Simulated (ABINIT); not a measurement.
# CuO (Tenorite) (C2/c) in ABINIT: notebook, part 2 of 2

ABINIT 10.8.3 (patched build). Earlier steps stand in the parts before.

## (3) Optical spectrum, PBE

run.abi reads:

```
ndtset 3

pp_dirpath "./"
pseudos "Cu.upf, O.upf"

acell 5.4811209356 5.4811209356 9.692027348
rprim
     0.8073996500    -0.5900049196     0.0000000000
     0.8073996500     0.5900049196     0.0000000000
    -0.1657361228     0.0000000000     0.9861701362
ntypat 2
znucl 29 8
natom 4
typat 1 1 2 2
chkprim 0
chksymtnons 0
tolsym 1.0e-6
xred
            1/2            0.0            1/2
            0.0            1/2            0.0
   0.4184000000   0.5816000000            3/4
   0.5816000000   0.4184000000            1/4

ecut 1251.723767 eV

ngkpt 12 12 6
nshiftk 1
shiftk 0.0 0.0 0.0
istwfk *1

ixc 11

occopt 3
tsmear 0.05 eV

nstep 80

iomode 3
prteig 0
prtebands 0

nband1 30
tolvrs1 1.0e-12
prtden1 1
prtwf1 0
kptopt1 1

iscf2 -3
getden2 1
nband2 35
nbdbuf2 4
tolwfr2 1.0e-12
nstep2 120
prtden2 0
kptopt2 1

optdriver3 8
wfk_task3 "wfk_optics_fullbz"
getwfk3 2
nband3 31
kptopt3 1
prtevk3 1
inclvkb3 2
```

optic.abi reads:

```
&FILES
 ddkfile_1 = 'runo_DS3_1_EVK.nc',
 ddkfile_2 = 'runo_DS3_2_EVK.nc',
 ddkfile_3 = 'runo_DS3_3_EVK.nc',
 wfkfile = 'runo_DS3_WFK.nc'
/
&PARAMETERS
 broadening = 0.005512,
 domega = 0.002,
 maxomega = 0.8,
 scissor = 0.000000,
 tolerance = 0.002
/
&COMPUTATIONS
 num_lin_comp = 3,
 lin_comp = 11,22,33,
 num_nonlin_comp = 0
/
```

Potentials or basis: PseudoDojo NC SR PBE v0.4.1 standard.

Command:

```console
mpirun --bind-to none -np 4 abinit run.abi > log 2>&1
optic optic.abi > optic.log 2>&1
```

run.abo:

```text
.Version 10.8.3 of ABINIT
 DATASET    1 : space group C2/c (# 15); Bravais mC (1-face-center monocl.)
================================================================================
 Values of the parameters that define the memory need for DATASET  1.
     intxc =       0    ionmov =       0      iscf =       7    lmnmax =       6
     lnmax =       6     mgfft =      60  mpssoang =       3    mqgrid =    3001
     natom =       4  nloc_mem =       1    nspden =       1   nspinor =       1
    nsppol =       1      nsym =       4    n1xccc =    2501    ntypat =       2
    occopt =       3   xclevel =       2
       mpw =        4107          nfft =       77760          nkpt =         242
================================================================================
================================================================================
[... 13 lines left out ...]
 DATASET    3 : space group C2/c (# 15); Bravais mC (1-face-center monocl.)
================================================================================
 Values of the parameters that define the memory need for DATASET  3.
     intxc =       0    ionmov =       0      iscf =       7    lmnmax =       6
     lnmax =       6     mgfft =      60  mpssoang =       3    mqgrid =    3001
     natom =       4  nloc_mem =       1    nspden =       1   nspinor =       1
    nsppol =       1      nsym =       4    n1xccc =    2501    ntypat =       2
    occopt =       3   xclevel =       2
       mpw =        4107          nfft =       77760          nkpt =         242
================================================================================
================================================================================

--------------------------------------------------------------------------------
------------- Echo of variables that govern the present computation ------------
--------------------------------------------------------------------------------
 -outvars: echo values of preprocessed input variables --------
            acell      5.4811209356E+00  5.4811209356E+00  9.6920273480E+00 Bohr
              amu      6.35460000E+01  1.59994000E+01
          chkprim           0
      chksymtnons           0
             ecut      4.60000000E+01 Hartree
           getden1          0
           getden2          1
           getden3          0
           getwfk1          0
           getwfk2          0
[... 413 lines left out ...]
== DATASET  3 ==================================================================

--- !DatasetInfo
iteration_state: {dtset: 3, }
dimensions: {natom: 4, nkpt: 242, mband: 31, nsppol: 1, nspinor: 1, nspden: 1, mpw: 4107, }
cutoff_energies: {ecut:  46.0, pawecutdg:  -1.0, }
electrons: {nelect:   5.00000000E+01, charge:   0.00000000E+00, occopt:   3.00000000E+00, tsmear:   1.83746611E-03, }
meta: {optdriver: 8, wfk_task: 7, }
...

 mkfilename : getwfk/=0, take file _WFK from output of DATASET   2.

 Exchange-correlation functional for the present dataset will be:
  GGA: Perdew-Burke-Ernzerhof functional - ixc=11
  J.P.Perdew, K.Burke, M.Ernzerhof, PRL 77, 3865 (1996)

--------------------------------------------------------------------------------

 Computation of velocity matrix elements (DDK)

 Parameters extracted from the Abinit header:
    ecut:     46.0
    nkpt:    864
    mband:   35
    nsppol:  1
    nspinor: 1
    useylm:  0
    inclvkb: 2
    bmin: 1, bmax: 35
    Computing diagonal and off-diagonal matrix elements
    Between band index bmin: 1, bmax: 35

== END DATASET(S) ==============================================================
================================================================================

 -outvars: echo values of variables after computation  --------
            acell      5.4811209356E+00  5.4811209356E+00  9.6920273480E+00 Bohr
           etotal1    -4.1221362524E+02
           etotal2    -4.1221362524E+02
           etotal3     0.0000000000E+00
            fcart1    -0.0000000000E+00 -0.0000000000E+00  4.1267186799E-32
                      -0.0000000000E+00 -0.0000000000E+00  4.1267186799E-32
                      -1.2497688147E-19 -5.3896284988E-03 -1.3105656481E-20
                       1.2497688147E-19  5.3896284988E-03  1.3105656481E-20
            fcart3     0.0000000000E+00  0.0000000000E+00  0.0000000000E+00
                       0.0000000000E+00  0.0000000000E+00  0.0000000000E+00
                       0.0000000000E+00  0.0000000000E+00  0.0000000000E+00
                       0.0000000000E+00  0.0000000000E+00  0.0000000000E+00
            rprim      8.0739965000E-01 -5.9000491960E-01  0.0000000000E+00
                       8.0739965000E-01  5.9000491960E-01  0.0000000000E+00
                      -1.6573612280E-01  0.0000000000E+00  9.8617013620E-01
           strten1    -1.7470454711E-04 -2.3355697798E-04 -1.5679139875E-04
                       0.0000000000E+00  3.4943029255E-05  0.0000000000E+00
           strten3     0.0000000000E+00  0.0000000000E+00  0.0000000000E+00
                       0.0000000000E+00  0.0000000000E+00  0.0000000000E+00
           xangst      7.4591128620E-01 -8.5564999938E-01  2.5289346956E+00
                       1.1709249992E+00  8.5564999938E-01  0.0000000000E+00
                       1.7043294289E+00  2.7928415980E-01  3.7934020433E+00
                       2.1293431419E+00 -2.7928415980E-01  1.2644673478E+00
             xred      5.0000000000E-01 -4.2850679544E-17  5.0000000000E-01
                      -3.8846105118E-17  5.0000000000E-01  0.0000000000E+00
                       4.1840000000E-01  5.8160000000E-01  7.5000000000E-01
                       5.8160000000E-01  4.1840000000E-01  2.5000000000E-01
 Calculation completed.
```

optic_0001_0001-linopt.out:

```text
#calculated the component:  1  1  of dielectric function
 #broadening:    0.000000E+00    5.512000E-03
 #scissors shift:    0.000000E+00
 #energy window:    1.328830E+02eV    4.883362E+00Ha
 # Energy(eV)         Im(eps(w))
    2.721139E-01    4.929443E+01
    8.163416E-01    1.607604E+01
    1.360569E+00    6.509436E+00
    1.904797E+00    7.340262E+00
    2.449025E+00    4.434157E+00
    2.993252E+00    2.213964E+00
[... 32 lines left out ...]
    2.095277E+01    6.707886E-01
    2.149700E+01    5.173755E-01
[... 169 lines left out ...]
    1.904797E+00    3.184002E-01
    2.449025E+00    2.748613E-01
    2.993252E+00    1.310751E-01
[... 32 lines left out ...]
    2.095277E+01    3.041991E-01
    2.149700E+01    3.233369E-01
 # Energy(eV)         absorption coeff (in 10^6 m-1) = omega Im(eps) / c n(eps)
    1.632683E-01    3.643059E+00
    7.074960E-01    2.432225E+01
    1.251724E+00    2.130395E+01
    1.795951E+00    2.796730E+01
    2.340179E+00    3.694355E+01
    2.884407E+00    2.930729E+01
[... 32 lines left out ...]
    2.084392E+01    1.541774E+02
    2.138815E+01    1.428538E+02
```

It took 6 min on 4 MPI ranks of Intel Xeon 6975P-C (Granite Rapids), shared host; peak memory 2.9 GiB.

Results:

```yaml
Free_energy: -11216.9042 eV
Pressure: 5.5 GPa
Largest_force: 0.277 eV/Å
Band_gap_on_the_k_mesh: none (metal or under the smearing width)
```

Forces in eV/Å, atoms in the order of the input:
```
Cu   0.000  0.000  0.000
Cu   0.000  0.000  0.000
O    0.000 -0.277  0.000
O    0.000  0.277  0.000
```

Dielectric function (mean over the directions given):
```csv
energy (eV),real part,imaginary part
0.33,19.44,29.84
1.31,6.02,6.65
2.29,0.93,6.85
3.37,1.69,2.05
4.35,4.20,3.45
5.44,2.98,4.08
6.42,1.69,4.88
7.51,0.47,3.00
8.49,0.62,2.01
9.58,1.61,1.82
10.56,1.82,2.66
11.65,0.69,2.82
12.63,0.51,2.02
13.71,0.52,1.98
14.69,0.37,2.06
15.78,0.07,1.80
16.76,0.01,1.55
17.85,-0.05,1.39
18.83,-0.15,1.34
19.92,-0.40,1.00
```

Caveat: the intraband (Drude) term is left out; spectra need much finer meshes, so this one isn't converged; independent-particle spectra lack excitons; the run has no spin polarisation, though such a crystal can be magnetic; semilocal functionals often make such compounds metallic where correlation or magnetic order opens a gap, which also shifts bond lengths. With open d or f shells a metallic result of PBE can be an artefact of self-interaction; +U or a hybrid may open a gap.
